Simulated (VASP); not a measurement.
**BAs (F-43m) under biaxial strain in the (110) plane**

How do the elastic response and the band edges of BAs follow biaxial strain in the (110) plane?

Program: VASP 6.6.1. Level of theory: LDA; plane waves and PAW (B, As), in the first sound run; inputs show where later runs differ. Results are calculated unless marked as measured.

**1. The starting structure**

It takes space group F-43m (No. 216, cubic). The conventional cell has a = 4.777 Å, b = 4.777 Å, c = 4.777 Å, α = 90.00°, β = 90.00°, γ = 90.00°. B has 4 As at 2.07 Å nearest. Nearest to As lie 4 B at 2.07 Å. Farther neighbours are not listed.

Coordinates:

```xyz
2
Lattice="0.0000 2.3885 2.3885 2.3885 0.0000 2.3885 2.3885 2.3885 0.0000" Properties=species:S:1:pos:R:3 pbc="T T T"
B     0.0000    0.0000    0.0000
As    1.1943    1.1943    1.1943
```

**2. Relax the crystal, LDA**

The series starts from the cell that this level prefers, so that zero strain is near zero stress.

This step took 2 runs in a row; the last is shown.

Level: LDA; plane waves and PAW (B, As).

Input file INCAR:

```
SYSTEM = BAs
PREC = Accurate
ENCUT = 480
EDIFF = 1E-07
NELM = 120
ISMEAR = 0
SIGMA = 0.02
LREAL = .FALSE.
ALGO = Normal
GGA = CA
NBANDS = 10
LASPH = .TRUE.
LORBIT = 11
LWAVE = .FALSE.
LCHARG = .FALSE.
KPAR = 12
IBRION = 2
NSW = 40
ISIF = 3
EDIFFG = -0.005
POTIM = 0.4
```

Input file POSCAR:

```
BAs
1.0
    0.0000000000      2.3711864423      2.3711864423
    2.3711864423      0.0000000000      2.3711864423
    2.3711864423      2.3711864423      0.0000000000
B As
1 1
Direct
    0.0000000000      0.0000000000      0.0000000000
    0.2500000000      0.2500000000      0.2500000000
```

Input file KPOINTS:

```
Automatic mesh
0
Gamma
11 11 11
0 0 0
```

Potentials, in the order of the species: B and As (LDA family, release 64).

On the command line:

```bash
$ mpirun -np 12 vasp_std
```

Output:

```text
[banner, memory and clock lines left out]
running   12 mpi-ranks, on    1 nodes
[...]
|                                                                             |
|           W    W    AA    RRRRR   N    N  II  N    N   GGGG   !!!           |
|           W    W   A  A   R    R  NN   N  II  NN   N  G    G  !!!           |
|           W    W  A    A  R    R  N N  N  II  N N  N  G       !!!           |
|           W WW W  AAAAAA  RRRRR   N  N N  II  N  N N  G  GGG   !            |
|           WW  WW  A    A  R   R   N   NN  II  N   NN  G    G                |
|           W    W  A    A  R    R  N    N  II  N    N   GGGG   !!!           |
|                                                                             |
|     For optimal performance we recommend to set                             |
|       NCORE = 2 up to number-of-cores-per-socket                            |
|     NCORE specifies how many cores store one orbital (NPAR=cpu/NCORE).      |
|     This setting can greatly improve the performance of VASP for DFT.       |
[...]
|     Unfortunately you need to use the default for GW and RPA                |
|     calculations (for HF NCORE is supported but not extensively tested      |
|     yet).                                                                   |
|                                                                             |

 LDA part: xc-table for (Slater(with rela. corr.)+CA(PZ))
 , standard interpolation
 POSCAR, INCAR and KPOINTS ok, starting setup
[...]
entering main loop
       N       E                     dE             d eps       ncg     rms          rms(c)
DAV:   1     0.116236973692E+02    0.11624E+02   -0.37856E+03  1120   0.671E+02
DAV:   2    -0.129845126785E+02   -0.24608E+02   -0.23448E+02  1546   0.106E+02
DAV:   3    -0.136938673852E+02   -0.70935E+00   -0.70778E+00  1340   0.180E+01
DAV:   4    -0.136959049849E+02   -0.20376E-02   -0.20375E-02  1350   0.105E+00
[...]
DAV:  11    -0.129262887899E+02   -0.13916E-05   -0.16086E-06  1362   0.929E-03    0.130E-02
DAV:  12    -0.129262886184E+02    0.17144E-06   -0.80753E-07  1244   0.399E-03    0.292E-03
DAV:  13    -0.129262886225E+02   -0.40207E-08   -0.29093E-08   710   0.126E-03
   1 F= -.12926289E+02 E0= -.12926289E+02  d E =-.129263E+02
[...]
reached required accuracy - stopping structural energy minimisation
```

It took 2.2 s on 12 MPI ranks of Intel Xeon 6975P-C (Granite Rapids), shared host; peak memory 1.5 GiB; 18 s of CPU time.

Lines that name or quote the potential files are left out of all logs, and their timing lines are given in words.

OUTCAR, selected parts (step 2):

```text
  Total        0.0001635      0.0001635      0.0001635     -0.0000000     -0.0000000     -0.0000000
  in kB        0.0098260      0.0098260      0.0098260     -0.0000000     -0.0000000     -0.0000000
  external PRESSURE =       0.0098260 kB  Pullay stress =       0.0000000 kB

 POSITION                                       TOTAL-FORCE (eV/Angst)
 -----------------------------------------------------------------------------------
      0.00000      0.00000      0.00000         0.000000      0.000000     -0.000000
      1.18559      1.18559      1.18559        -0.000000     -0.000000      0.000000
 -----------------------------------------------------------------------------------
    total drift:                                0.000000      0.000000      0.000000

  FREE ENERGIE OF THE ION-ELECTRON SYSTEM (eV)
  ---------------------------------------------------
  free  energy   TOTEN  =       -12.9262886225 eV

  energy  without entropy=      -12.9262886225  energy(sigma->0) =      -12.92628862

 reached required accuracy - stopping structural energy minimisation

[... 3 further parts left out ...]
[key lines of the parts left out:]
E-fermi :   6.5873
```

This run gave:

```
energy(sigma→0) of the program : -12.9263 eV
stress, compression positive   : 0.00 along [110], 0.00 across it (mean), GPa
volume                         : 26.664 Å³
ionic steps                    : 1
```

**3. Strain along the normal, LDA**

One member in full: the plane is strained by -2 %, and the strain along the normal is moved by secant steps until the normal stress is under 0.012 GPa or five steps are spent; the atoms relax at each step.

This step took 3 runs, each at a new trial strain with the atoms of the one before; the last is shown.

Level: LDA; plane waves and PAW (B, As); cell typed or built by script.

Changes to INCAR since step 2:

```diff
@@ -15,7 +15,7 @@
 LCHARG = .FALSE.
-KPAR = 12
-IBRION = 2
-NSW = 40
-ISIF = 3
-EDIFFG = -0.005
-POTIM = 0.4
+KPAR = 3
+IBRION = 1
+NSW = 25
+ISIF = 2
+EDIFFG = -0.004
+POTIM = 0.3
```

Input file POSCAR:

```
BAs
1.0
    0.0320825660      2.3558452800      2.3237627130
    2.3558452800      0.0320825660      2.3237627130
    2.3879278460      2.3879278460      0.0000000000
B As
1 1
Direct
    0.0014376829      0.0014376829      0.9985623171
    0.2485623171      0.2485623171      0.2514376829
```

KPOINTS is that of step 2.

On the command line:

```bash
$ mpirun -np 3 vasp_std
```

Output:

```text
[banner, memory and clock lines left out]
running    3 mpi-ranks, on    1 nodes
[...]
LDA part: xc-table for (Slater(with rela. corr.)+CA(PZ))
 , standard interpolation
 POSCAR, INCAR and KPOINTS ok, starting setup
[...]
entering main loop
       N       E                     dE             d eps       ncg     rms          rms(c)
DAV:   1     0.100983526955E+02    0.10098E+02   -0.36400E+03  4336   0.661E+02
DAV:   2    -0.131252893326E+02   -0.23224E+02   -0.22125E+02  5964   0.105E+02
DAV:   3    -0.137443754592E+02   -0.61909E+00   -0.61784E+00  5142   0.170E+01
DAV:   4    -0.137460603273E+02   -0.16849E-02   -0.16847E-02  5208   0.982E-01
[...]
DAV:  11    -0.129003444046E+02   -0.13663E-05   -0.18386E-06  5152   0.990E-03    0.136E-02
DAV:  12    -0.129003442591E+02    0.14547E-06   -0.66491E-07  4774   0.374E-03    0.243E-03
DAV:  13    -0.129003442628E+02   -0.37311E-08   -0.31157E-08  2706   0.121E-03
   1 F= -.12900344E+02 E0= -.12900344E+02  d E =-.129003E+02
 BRION: g(F)=  0.805E-05 g(S)=  0.000E+00
[...]
N       E                     dE             d eps       ncg     rms          rms(c)
DAV:   1    -0.129003480273E+02   -0.37682E-05   -0.16393E-04  4452   0.854E-02    0.286E-03
DAV:   2    -0.129003481995E+02   -0.17221E-06   -0.29150E-06  5348   0.123E-02    0.140E-03
DAV:   3    -0.129003481623E+02    0.37272E-07   -0.76213E-08  3460   0.171E-03
   2 F= -.12900348E+02 E0= -.12900348E+02  d E =-.389944E-05
 BRION: g(F)=  0.238E-07 g(S)=  0.000E+00 retain N=  1 mean eig= 0.95
 eig:   0.948
 reached required accuracy - stopping structural energy minimisation
```

Wall time 9.4 s (3 MPI ranks); peak memory 0.47 GiB; 26 s of CPU time.

OUTCAR, selected parts (step 3):

```text
  Total        0.7069383      0.7069383      1.1514209     -0.7062837     -0.0000000     -0.0000000
  in kB       43.9194964     43.9194964     71.5335754    -43.8788303     -0.0000000     -0.0000000
  external PRESSURE =      53.1241894 kB  Pullay stress =       0.0000000 kB

 POSITION                                       TOTAL-FORCE (eV/Angst)
 -----------------------------------------------------------------------------------
      2.38793      2.38793      0.00702         0.000000      0.000000     -0.000641
      1.19396      1.19396      1.15486        -0.000000     -0.000000      0.000641
 -----------------------------------------------------------------------------------
    total drift:                                0.000001      0.000001      0.000273

  FREE ENERGIE OF THE ION-ELECTRON SYSTEM (eV)
  ---------------------------------------------------
  free  energy   TOTEN  =       -12.9003481623 eV

  energy  without entropy=      -12.9003481623  energy(sigma->0) =      -12.90034816

[... 1 part as in an earlier step ...]

[... 3 further parts left out ...]
[key lines of the parts left out:]
E-fermi :   6.9673
```

Read from the output:

- energy(sigma→0) of the program: -12.9003 eV
- stress, compression positive: 0.00 along [110], 7.97 across it (mean), GPa
- ionic steps: 2

**4. Band edges, TB-mBJ with spin-orbit coupling**

Short lines in KPOINTS_OPT sample the zone centre along and across the normal of the plane, for masses, and the other valleys.

Level: TB-mBJ, spin-orbit coupling; plane waves and PAW (B, As); cell typed or built by script.

TB-mBJ has no energy functional, so the total energy, stress and pressure in this output mean nothing.

Input file INCAR:

```
SYSTEM = BAs
PREC = Accurate
ENCUT = 480
EDIFF = 1E-06
NELM = 150
ISMEAR = 0
SIGMA = 0.02
LREAL = .FALSE.
ALGO = Normal
METAGGA = MBJ
LASPH = .TRUE.
LNONCOLLINEAR = .TRUE.
MAGMOM = 0 0 0 0 0 0
NBANDS = 18
GGA_COMPAT = .FALSE.
LSORBIT = .TRUE.
LWAVE = .FALSE.
LCHARG = .FALSE.
KPAR = 3
```

Input file POSCAR:

```
BAs
1.0
    0.0320825660      2.3558452800      2.3237627130
    2.3558452800      0.0320825660      2.3237627130
    2.3879278460      2.3879278460      0.0000000000
B As
1 1
Direct
    0.0015111268      0.0015111268      0.9984888732
    0.2484888732      0.2484888732      0.2515111268
```

Input file KPOINTS:

```
Automatic mesh
0
Gamma
9 9 9
0 0 0
```

Input file KPOINTS_OPT:

```
Line mode
6
Line-mode
Reciprocal
  0.00000000   0.00000000   0.00000000
  0.01343682   0.01343682   0.02687363

  0.00000000   0.00000000   0.00000000
 -0.01307576   0.01307576   0.00000000

  0.31000000   0.31000000   0.00000000
  0.50000000   0.50000000   0.00000000

  0.00000000   0.31000000   0.31000000
  0.00000000   0.50000000   0.50000000

  0.45000000   0.45000000   0.45000000
  0.50000000   0.50000000   0.50000000

  0.45000000   0.00000000   0.00000000
  0.50000000   0.00000000   0.00000000

  0.42500000   0.42500000   0.00000000
  0.42525530   0.44374722   0.01900253

  0.50000000   0.50000000   0.50000000
  0.48692424   0.51307576   0.50000000
```

On the command line:

```bash
$ mpirun -np 3 vasp_ncl
```

Output:

```text
[banner, memory and clock lines left out]
running    3 mpi-ranks, on    1 nodes
[...]
|                                                                             |
|               ----> ADVICE to this user running VASP <----                  |
|                                                                             |
|     You enforced a specific xc type in the INCAR file but a different       |
|     [... a line on the potential file left out ...]
|     I HOPE YOU KNOW WHAT YOU ARE DOING!                                     |
|                                                                             |

 LDA part: xc-table for (None), standard interpolation
 POSCAR, INCAR and KPOINTS ok, starting setup
[...]
entering main loop
       N       E                     dE             d eps       ncg     rms          rms(c)
DAV:   1    -0.826983092536E+01   -0.82698E+01   -0.32094E+03  8100   0.745E+02
DAV:   2    -0.351521175138E+02   -0.26882E+02   -0.24639E+02 11244   0.135E+02
DAV:   3    -0.362788571898E+02   -0.11267E+01   -0.11170E+01 10060   0.243E+01
DAV:   4    -0.362830024751E+02   -0.41453E-02   -0.41437E-02  9444   0.164E+00
[...]
DAV:  31    -0.330440446436E+02   -0.87507E-05   -0.37996E-10  4086   0.161E-04    0.577E-05
DAV:  32    -0.330440458820E+02   -0.12384E-05   -0.21429E-11  4086   0.493E-05    0.545E-05
DAV:  33    -0.330440451083E+02    0.77371E-06   -0.34970E-12  4086   0.197E-05
   1 F= -.33044045E+02 E0= -.33044045E+02  d E =-.552258E-18  mag=    -0.0000     0.0000     0.0000
 Start KPOINTS_OPT (optional k-point list driver)
k-point batch [1-48\48]
       N       E                     dE             ncg
DAV:   1     0.203081019373E+04   -0.81129E+04     1728
DAV:   2     0.554837837598E+03   -0.14760E+04     2464
DAV:   3     0.497334210598E+03   -0.57504E+02     2076
DAV:   4     0.497100921252E+03   -0.23329E+00     2042
DAV:   5     0.497100194509E+03   -0.72674E-03     1952
DAV:   6     0.497100191080E+03   -0.34293E-05     1824
DAV:   7     0.497100191016E+03   -0.63694E-07     1562
```

The job ended after 2.6 min (3 MPI ranks; peak memory 1.2 GiB; 7.6 min of CPU time).

Parts of OUTCAR (step 4):

```text
  LATTYP: Found a body centered orthorhombic cell.
 ALAT       =     3.2862967459
 B/A-ratio  =     1.0276126007
 C/A-ratio  =     1.4142135618

 Subroutine GETGRP returns: Found  4 space group operations
 (whereof  4 operations were pure point group operations)

The static configuration has the point symmetry C_2v.

 Found    225 irreducible k-points:

   k-points           NKPTS =    225   k-points in BZ     NKDIM =    225   number of bands    NBANDS=     18

   dimension x,y,z NGX =    24 NGY =   24 NGZ =   24
   dimension x,y,z NGXF=    48 NGYF=   48 NGZF=   48

   ENCUT  =  480.0 eV  35.28 Ry    5.94 a.u.   5.91  5.91  6.03*2*pi/ulx,y,z

   NELECT =       8.0000    total number of electrons

 E-fermi :   7.1111

 k-point     1 :       0.0000    0.0000    0.0000
  band No.  band energies     occupation
    ...
      4       6.6231      1.00000
      5       6.9022      1.00000
      6       6.9022      1.00000
      7       6.9998      1.00000
      8       6.9998      1.00000
      9      10.4732      0.00000
     10      10.4732      0.00000
     11      10.6425      0.00000
     12      10.6425      0.00000
     13      10.9642      0.00000
    ...

 k-point     2 :       0.1111   -0.0000    0.0000
  band No.  band energies     occupation
    ...
      4       5.3645      1.00000
      5       6.2887      1.00000
      6       6.2892      1.00000
      7       6.5811      1.00000
      8       6.5831      1.00000
      9      10.7781      0.00000
     10      10.8530      0.00000
     11      11.0247      0.00000
     12      11.0565      0.00000
     13      11.3220      0.00000
    ...

  Total       12.1679284     12.1679284     12.8227777     -0.6952081     -0.0000000     -0.0000000
  in kB      755.9489619    755.9489619    796.6323570    -43.1907389     -0.0000000     -0.0000000
  external PRESSURE =     769.5100936 kB  Pullay stress =       0.0000000 kB

 POSITION                                       TOTAL-FORCE (eV/Angst)
 -----------------------------------------------------------------------------------
      2.38793      2.38793      0.00702         0.000000      0.000000     -0.336393
      1.19396      1.19396      1.15486        -0.000000     -0.000000      0.336393
 -----------------------------------------------------------------------------------
    total drift:                                0.000001      0.000001      0.044039

  FREE ENERGIE OF THE ION-ELECTRON SYSTEM (eV)
  ---------------------------------------------------
  free  energy   TOTEN  =       -33.0440451083 eV

  energy  without entropy=      -33.0440451083  energy(sigma->0) =      -33.04404511

 Spin-Orbit-Coupling matrix elements
 Ion:    1  E_soc:     -0.0000081
 Ion:    2  E_soc:     -0.0205384

[... 1 part as in an earlier step ...]

[... 7 further parts left out ...]
```

**5. Band edges, r2SCAN with spin-orbit coupling**

Short lines in KPOINTS_OPT sample the zone centre along and across the normal of the plane, for masses, and the other valleys.

Level: r2SCAN, spin-orbit coupling; plane waves and PAW (B, As); cell typed or built by script.

Changes to INCAR since step 4:

```diff
@@ -4,3 +4,3 @@
 EDIFF = 1E-06
-NELM = 150
+NELM = 100
 ISMEAR = 0
@@ -9,3 +9,3 @@
 ALGO = Normal
-METAGGA = MBJ
+METAGGA = R2SCAN
 LASPH = .TRUE.
```

POSCAR is that of step 4.

KPOINTS is that of step 4.

KPOINTS_OPT is that of step 4.

On the command line:

```bash
$ mpirun -np 3 vasp_ncl
```

Output:

```text
[banner, memory and clock lines left out]
running    3 mpi-ranks, on    1 nodes
[...]
[... a notice as in an earlier step ...]

 LDA part: xc-table for (None), standard interpolation
 POSCAR, INCAR and KPOINTS ok, starting setup
[...]
entering main loop
       N       E                     dE             d eps       ncg     rms          rms(c)
DAV:   1    -0.141826394593E+03   -0.14183E+03   -0.32953E+03  8100   0.761E+02
DAV:   2    -0.170747459644E+03   -0.28921E+02   -0.26529E+02 11282   0.141E+02
DAV:   3    -0.172021232165E+03   -0.12738E+01   -0.12624E+01  9952   0.267E+01
DAV:   4    -0.172026591553E+03   -0.53594E-02   -0.53576E-02  9410   0.200E+00
[...]
DAV:  10    -0.170344171166E+03   -0.53435E-04   -0.36004E-05  8950   0.601E-02    0.439E-02
DAV:  11    -0.170344179066E+03   -0.79002E-05   -0.63176E-06  8822   0.283E-02    0.949E-03
DAV:  12    -0.170344178804E+03    0.26226E-06   -0.46509E-07  7224   0.860E-03
   1 F= -.17034418E+03 E0= -.17034418E+03  d E =-.204237E-24  mag=     0.0000    -0.0000    -0.0000
 Start KPOINTS_OPT (optional k-point list driver)
k-point batch [1-48\48]
       N       E                     dE             ncg
DAV:   1     0.195850409587E+04   -0.81852E+04     1728
DAV:   2     0.444540948439E+03   -0.15140E+04     2476
DAV:   3     0.383543324836E+03   -0.60998E+02     2054
DAV:   4     0.383282860848E+03   -0.26046E+00     2010
DAV:   5     0.383282038609E+03   -0.82224E-03     1956
DAV:   6     0.383282034685E+03   -0.39245E-05     1790
DAV:   7     0.383282034598E+03   -0.86769E-07     1562
```

Run time: 2.9 min. Hardware: 3 MPI ranks; peak memory 1.1 GiB; 8.5 min of CPU time.

[end of part 1 of 2]

[Lines on the potential files, build, host, timing and source positions are cut from VASP's logs without a mark.]

[Logs are printed without paths, hosts, clocks, repeated set-up lines and the standing remarks that a program may print on its own settings, such as how far it seeks lower states.]

[Hosts, paths, dates, database ids (printed as entryN), source tags and the programs' standing remarks are cut or masked in the printed files.]

[In band tables of VASP the shares of atoms and orbitals are scaled to a sum of 1 inside the atoms' spheres.]
